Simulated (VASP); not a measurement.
# A VASP 6.6.1 single-point calculation on BaZrO$_{3}$

INCAR

```
PREC = Low
NSW = 0
METAGGA = SCAN
LWAVE = .FALSE.
LASPH = .TRUE.
LREAL = .FALSE.
LCHARG = .FALSE.
ISIF = 2
IBRION = -1
SIGMA = 0.2
ISMEAR = -1
ENCUT = 520
NELM = 66
EDIFF = 1E-7
NBANDS = 28
```

KPOINTS

```
KPOINTS created by Atomic Simulation Environment
0
Gamma
6 6 6
0 0 0
```

POSCAR

```
Ba Zr O
 1.0000000000000000
     4.2053549142000000    0.0000000000000000    0.0000000000000000
     0.0000000000000000    4.2053549142000000    0.0000000000000000
     0.0000000000000000    0.0000000000000000    4.3315155615999998
 Ba  Zr  O
   1   1   3
Cartesian
  0.0000000000000000  0.0000000000000000  0.0000000000000000
  2.1026774571000000  2.1026774571000000  2.1657577807999999
  2.1026774571000000  2.1026774571000000  0.0000000000000000
  2.1026774571000000  0.0000000000000000  2.1657577807999999
  0.0000000000000000  2.1026774571000000  2.1657577807999999
```

The recommended PBE PAW datasets give the neutral cell 40 valence electrons.

Command

```
mpirun -np 1 vasp_std
```

Task: How does this run end, and what does it give?

Result: It converged. Results: gap between bands v and c on the k mesh 3.57 eV; least direct gap on the k mesh 3.89 eV; pressure -4.3 GPa. Band v is the last that the valence electrons fill when counted band by band, and c is the next.

OSZICAR

```
N       E                     dE             d eps       ncg     rms          rms(c)
DAV:   1     0.234956233144E+03    0.23496E+03   -0.22339E+04  2240   0.143E+03
DAV:   2    -0.107014929854E+03   -0.34197E+03   -0.33149E+03  2744   0.357E+02
DAV:   3    -0.129054067440E+03   -0.22039E+02   -0.21945E+02  3728   0.827E+01
DAV:   4    -0.129721596485E+03   -0.66753E+00   -0.66533E+00  3108   0.112E+01
DAV:   5    -0.129735221005E+03   -0.13625E-01   -0.13623E-01  3292   0.131E+00    0.280E+01
DAV:   6    -0.106483148896E+03    0.23252E+02   -0.25584E+01  2888   0.356E+01    0.936E+00
DAV:   7    -0.106905359634E+03   -0.42221E+00   -0.21826E+00  2952   0.858E+00    0.513E+00
DAV:   8    -0.107010603453E+03   -0.10524E+00   -0.10897E+00  2692   0.658E+00    0.186E+00
DAV:   9    -0.106945660634E+03    0.64943E-01   -0.34325E-01  2556   0.309E+00    0.449E-01
DAV:  10    -0.106945932189E+03   -0.27155E-03   -0.16985E-02  2996   0.829E-01    0.299E-01
DAV:  11    -0.106946476627E+03   -0.54444E-03   -0.31936E-03  3120   0.510E-01    0.183E-01
DAV:  12    -0.106945993921E+03    0.48271E-03   -0.12502E-03  2556   0.199E-01    0.412E-02
DAV:  13    -0.106945979433E+03    0.14488E-04   -0.19191E-04  3328   0.813E-02    0.127E-02
DAV:  14    -0.106945986964E+03   -0.75311E-05   -0.90142E-06  2892   0.208E-02    0.977E-03
DAV:  15    -0.106945989900E+03   -0.29358E-05   -0.15748E-06  2904   0.753E-03    0.419E-03
DAV:  16    -0.106945992150E+03   -0.22506E-05   -0.87252E-07  2872   0.495E-03    0.629E-04
DAV:  17    -0.106945991741E+03    0.40906E-06   -0.41807E-08  1560   0.138E-03    0.771E-04
DAV:  18    -0.106945992011E+03   -0.26993E-06   -0.75232E-09  1464   0.525E-04    0.548E-04
DAV:  19    -0.106945992411E+03   -0.39984E-06   -0.25163E-08  1424   0.870E-04    0.545E-05
DAV:  20    -0.106945992330E+03    0.81256E-07   -0.53202E-09  1392   0.420E-04
   1 F= -.10694599E+03 E0= -.10694593E+03  d E =-.129238E-03
```

For comparison, a separate PBE run of the intended cell, on usual settings and not on those above, gives a gap of 3.03 eV on its mesh and a pressure of -0.9 GPa.
